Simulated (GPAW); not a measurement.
Consider GaAs (zinc-blende (GaAs)1-x(AlAs)x, x = 0, F-43m).

```xyz
16
Lattice="0.0000 5.6530 5.6530 5.6530 0.0000 5.6530 5.6530 5.6530 0.0000" Properties=species:S:1:pos:R:3 pbc="T T T"
Ga    0.0000    0.0000    0.0000
As    1.4132    1.4132    1.4132
Ga    2.8265    2.8265    0.0000
As    4.2397    4.2397    1.4132
Ga    2.8265    0.0000    2.8265
As    4.2397    1.4132    4.2397
Ga    5.6530    8.4795    8.4795
As    7.0662    4.2397    4.2397
Ga    0.0000    2.8265    2.8265
As    1.4132    4.2397    4.2397
Ga    8.4795    5.6530    8.4795
As    4.2397    7.0662    4.2397
Ga    2.8265    2.8265    5.6530
As    4.2397    4.2397    7.0662
Ga    5.6530    5.6530    5.6530
As    7.0662    7.0662    7.0662
```

Absorber: atom 2, with 4 Ga at 2.45 Å (tetrahedral). Method: GPAW, PBE, excited-electron core hole (neutral cell), 16-atom cell with 8.0 Å between holes, 4×4×4 k points, dipole transitions, Gaussian full width 2.14 eV up to 4 eV, rising linearly to 3.5 eV at 25 eV.

Where do the maxima of the As K edge fall?

Main maxima up to 27 eV above the zero (height): 4.6 eV (1.51), 7.4 eV (1.29), 13.4 eV (0.84), 18.6 eV (0.91) and 25.6 eV (1.07). A K edge sees empty p states on the absorber. 

The As K spectrum (energy from the bottom of the conduction band, which holds the excited electron; intensity scaled to a mean of 1 over the first 20 eV):

```
E (eV)  intensity
  -2.0       0.00
  -1.4       0.01
  -0.8       0.04
  -0.2       0.14
   0.4       0.37
   1.0       0.72
   1.6       1.06
   2.2       1.21
   2.8       1.23
   3.4       1.28
   4.0       1.43
   4.6       1.51
   5.2       1.42
   5.8       1.27
   6.4       1.22
   7.0       1.27
   7.6       1.29
   8.2       1.24
   8.8       1.17
   9.4       1.09
  10.0       0.99
  10.6       0.89
  11.2       0.82
  11.8       0.80
  12.4       0.82
  13.0       0.84
  13.6       0.84
  14.2       0.82
  14.8       0.78
  15.4       0.74
  16.0       0.73
  16.6       0.76
  17.2       0.82
  17.8       0.88
  18.4       0.91
  19.0       0.91
  19.6       0.88
  20.2       0.87
  20.8       0.88
  21.4       0.90
  22.0       0.90
  22.6       0.89
  23.2       0.88
  23.8       0.91
  24.4       0.97
  25.0       1.04
  25.6       1.07
  26.2       1.05
  26.8       0.97
  27.4       0.85
```

The script folds with a Gaussian, whereas the core hole's own line is a Lorentzian, so the onset is too steep and the first peak too high.

[Banner, clock and machine lines of the logs are left out without a mark of their own.]

[Logs are printed without paths, hosts, clocks, repeated set-up lines and the standing remarks that a program may print on its own settings, such as how far it seeks lower states.]

[Hosts, paths, dates, database ids (printed as entryN), source tags and the programs' standing remarks are cut or masked in the printed files.]

[Lists of maxima count a maximum above −3 eV only where it reaches 4 % of the highest in the window and stands out from its surroundings by 2 % of it (1.5 % where it reaches 55 %); shoulders and weaker maxima are passed over, and of the rest the first, up to two pre-edge ones and the few strongest are named.]
